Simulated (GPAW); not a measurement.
Entries from a set of simulations; values are calculated unless marked as measured.

```json
{"subject": "A GW chain in GPAW: BN (P6_3/mmc)", "lattice_ang": [[2.4982, -0.0, 0.0], [-1.2491, 2.1635, 0.0], [0.0, 0.0, 6.6357]], "atoms": [["B", 0.3333, 0.6667, 0.25], ["B", 0.6667, 0.3333, 0.75], ["N", 0.3333, 0.6667, 0.75], ["N", 0.6667, 0.3333, 0.25]], "method": "DFT, PBE, plane waves, PAW (and 1 further level or step)", "program": "GPAW 26.7.0", "settings_of_one_run": "cutoff 600 eV, GPAW PAW setups 1.2.1 data release, 6×6×4 k-mesh, nbands 433", "cost": "4 runs, 1.9 min in all on 8 MPI ranks of Intel Xeon 6975P-C (Granite Rapids), shared host (the runs of this entry)", "notes": "The database entry behind the starting cell differs from later determinations by our own check (about 0.3 % short, minor phase). The cell and positions come from the Crystallography Open Database and are kept as given unless a step says otherwise. Only 3 of the mesh’s irreducible points were corrected, so a valley elsewhere could overtake. Bands and cutoff are finite, so the gap is not at the basis limit. The miss can reach some tenths of an eV and take either sign; the mesh is an error of its own. The 6×6×4 mesh is coarse for this cell, which bears on the long-range parts of exchange and screening.", "results": {"pbe_gap": "4.26 eV, indirect", "g0w0_gap_on_the_mesh": "5.93 eV", "g0w0_gap_over_the_zone_rigid_shift": "5.90 eV", "gw_settings": "6×6×4 mesh, 196 bands, screening to 180 eV, Godby-Needs plasmon pole", "known_limits": "not at the basis limit; coarse k mesh"}}
```

[Paths, hosts, dates, memory and timing lines, banners, echoed tables and standing remarks are left out of the program output.]

[Logs are printed without paths, hosts, clocks, repeated set-up lines and the standing remarks that a program may print on its own settings, such as how far it seeks lower states.]

[Runs of the session that timed out or met a known fault of the program may be left out.]

[Hosts, paths, dates, database ids (printed as entryN), source tags and the programs' standing remarks are cut or masked in the printed files.]
